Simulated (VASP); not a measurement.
**SiO2 (Stishovite): elastic constants with PBE**

Crystal: SiO2 (Stishovite).

```
Si O
1.0
     4.23083    0.00000    0.00000
     0.00000    4.23083    0.00000
     0.00000    0.00000    2.69272
Si O
2 4
Direct
  0.00000 0.00000 0.00000
  0.50000 0.50000 0.50000
  0.30676 0.30676 0.00000
  0.19324 0.80676 0.50000
  0.69324 0.69324 0.00000
  0.80676 0.19324 0.50000
```

| Quantity | Value |
| --- | --- |
| Program | VASP 6.6.1 |
| Task | elastic constants |
| Functional | PBE |
| Potentials or basis | VASP PAW PBE potentials, release 64 (Si, O) |
| Cutoff | 600 eV |
| k mesh | 8 × 8 × 10 |
| Occupations | gaussian, width 0.03 eV |
| Spin | no spin polarisation |
| Ions in elastic constants | relaxed |
| Further INCAR settings | ALGO = Normal; EDIFF = 1e-08; IBRION = 6; POTIM = 0.015; NSW = 1; ISIF = 3 |

```yaml
Voigt_bulk_modulus: 278 GPa
Highest_phonon_frequency_at_Γ_LO-TO_splitting_left_out: 906 cm⁻¹
```

Phonon frequencies in cm⁻¹ (negative: imaginary):
```tsv
q point	frequencies
(0.000, 0.000, 0.000)	0 0 0 223 372 433 433 538 538 561 561 575 631 721 727 797 797 906
```

Elastic tensor in Voigt notation (GPa, in the Cartesian axes of the cell as first typed):
```
391 165 175   0   0   0
165 391 175   0   0   0
175 175 691   0   0   0
  0   0   0 229   0   0
  0   0   0   0 229   0
  0   0   0   0   0 287
```

Clamped-ion elastic tensor (GPa):
```
486 161 175   0   0   0
161 486 175   0   0   0
175 175 691   0   0   0
  0   0   0 233   0   0
  0   0   0   0 233   0
  0   0   0   0   0 290
```

Wall time 17 min on 2 MPI ranks on Intel(R) Xeon(R) Platinum 8488C (Sapphire Rapids), with other jobs on the host, peak memory 0.46 GiB a rank.
